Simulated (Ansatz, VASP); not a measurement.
HfO2 in VASP and in Ansatz

```
Hf O
1.0
     5.55640    0.00000    0.00000
     0.00000    3.33360    0.00000
     0.00000    0.00000    6.50500
Hf O
4 8
Direct
  0.74868 0.75000 0.60787
  0.25132 0.25000 0.39213
  0.24868 0.75000 0.89213
  0.75132 0.25000 0.10787
  0.63950 0.25000 0.42340
  0.36050 0.75000 0.57660
  0.13950 0.25000 0.07660
  0.86050 0.75000 0.92340
  0.52079 0.25000 0.84145
  0.47921 0.75000 0.15855
  0.02079 0.25000 0.65855
  0.97921 0.75000 0.34145
```

Measurements of this composition are mostly on another form, of space group No. 14.

Alike in both runs: task relaxation of cell and atoms; functional PBE; k mesh 4 × 6 × 3; occupations fermi-dirac, width 0.05 eV; no spin polarisation; Hubbard terms Hf d U = 5 eV.

|  | VASP | Ansatz |
| --- | --- | --- |
| version | VASP 6.6.1 | Ansatz 0.2.0 |
| potentials or method | VASP PAW PBE potentials, release 64 (Hf_pv, O) | Ansatz PAW |
| plane-wave cutoff (eV) | 600 | 420 |
| valence electrons in the cell | 88 | 152 |

|  | VASP | Ansatz | Ansatz less VASP |
| --- | --- | --- | --- |
| gap on the k mesh at the Fermi level, each at its own relaxed structure (eV) | 3.92 | 4.32 | +0.400 |
| relaxed volume (Å³/atom) | 10.64 | 10.63 | -0.006 |
| relaxed cell length with the largest relative difference (Å) | 5.660 | 5.607 | -0.0535 |
| energy change over the relaxation (meV/atom) | -29 | -19 | +9.9 |

The programs project onto different local orbitals, so the same U acts differently. The two sets of potentials don't hold the same shells in valence.

Caveats: spin-orbit coupling is left out, which moves the levels of the heavy elements; an odd mesh through Γ misses points on the zone boundary, where band edges often lie (VASP); odd divisions of the mesh miss points on the zone boundary, where band edges often lie, so the gap on the mesh can be too wide (Ansatz); the plane-wave basis is chosen anew once the cell has moved, so the energies of steps on either side of that aren't comparable (Ansatz); the pressure holds a Pulay correction of +0.9 GPa for the finite cutoff (Ansatz).
